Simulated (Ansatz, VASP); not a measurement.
# C in VASP and in Ansatz

INCAR

```
SYSTEM = C
ALGO     = Normal         ! electronic algorithm
EDIFF    = 1E-6           ! SCF threshold, eV
ENCUT    = 520            ! plane-wave cutoff, eV
GGA      = PE             ! functional
ISIF     = 2              ! what is computed and relaxed
ISMEAR   = -1             ! smearing method
LASPH    = .TRUE.         ! aspherical terms in the spheres
LCHARG   = .TRUE.         ! write CHGCAR
LELF     = .TRUE.         ! ELF
LREAL    = .FALSE.        ! projectors in reciprocal space
LVHAR    = .TRUE.       
LWAVE    = .FALSE.        ! write WAVECAR
NBANDS   = 31             ! bands
NELM     = 60             ! most SCF steps
PREC     = Accurate       ! precision mode
SIGMA    = 0.1            ! smearing width, eV
```

Contents of KPOINTS:

```
k-points
0
G
  4 4 4
  0 0 0
```

The input POSCAR:

```
C
1.0
    1.2610515900      0.7280684700     10.2964300000
   -1.2610515900      0.7280684700     10.2964300000
    0.0000000000     -1.4561369500     10.2964300000
C
10
Direct
    0.0250000000      0.0250000000      0.0250000000
    0.9750000000      0.9750000000      0.9750000000
    0.1083000000      0.1083000000      0.1083000000
    0.8917000000      0.8917000000      0.8917000000
    0.1583000000      0.1583000000      0.1583000000
    0.8417000000      0.8417000000      0.8417000000
    0.3750000000      0.3750000000      0.3750000000
    0.6250000000      0.6250000000      0.6250000000
    0.4250000000      0.4250000000      0.4250000000
    0.5750000000      0.5750000000      0.5750000000
```

Input for Ansatz:

```yaml
crystal:
  lattice:
    - [1.26105159, 0.72806847, 10.29643]
    - [-1.26105159, 0.72806847, 10.29643]
    - [0.0, -1.45613695, 10.29643]
  atoms:
    - { symbol: C, position: [0.025, 0.025, 0.025] }
    - { symbol: C, position: [0.975, 0.975, 0.975] }
    - { symbol: C, position: [0.1083, 0.1083, 0.1083] }
    - { symbol: C, position: [0.8917, 0.8917, 0.8917] }
    - { symbol: C, position: [0.1583, 0.1583, 0.1583] }
    - { symbol: C, position: [0.8417, 0.8417, 0.8417] }
    - { symbol: C, position: [0.375, 0.375, 0.375] }
    - { symbol: C, position: [0.625, 0.625, 0.625] }
    - { symbol: C, position: [0.425, 0.425, 0.425] }
    - { symbol: C, position: [0.575, 0.575, 0.575] }
hamiltonian:
  xc: pbe
  pseudopotentials: { kind: paw }
basis:
  ecutwfc: 420
kpoints:
  mp_grid: { grid: [4, 4, 4] }
scf:
  occupations: { method: fermi_dirac, width: 0.1 }
  lower_state_search: "off"
  algorithm: density_mixing
  max_iter: 100
  mixing: { algorithm: broyden, ndim: 4, beta: 0.7, preconditioner: none }
output:
  forces: true
  stress: true
```

Alike in both runs: task single point; functional PBE; k mesh 4 × 4 × 4; occupations fermi-dirac, width 0.1 eV; no spin polarisation.

```csv
,VASP,Ansatz
version,VASP 6.6.1,Ansatz 0.2.0
potentials or method,"VASP PAW PBE potentials, release 64 (C)","PAW, plane waves, scalar-relativistic"
plane-wave cutoff (eV),520,420
valence electrons in the cell,40,40
```

|  | VASP | Ansatz | Ansatz less VASP |
| --- | --- | --- | --- |
| pressure (GPa) | 3.4 | 2.8 | -0.61 |
| largest component of the traceless stress (GPa) | 4.67 | 4.61 | -0.057 |
| rms of the force components (eV/Å) | 0.181 | 0.180 | -0.0004 |

Atom by atom the forces differ by 0.001 eV/Å (rms over components). The functional is the same, so the differences come from potentials, cutoffs and numerics.

Caveats: the k mesh is coarse (spacing up to 0.72 Å⁻¹), so the values aren't converged. A k mesh can miss the band edges.
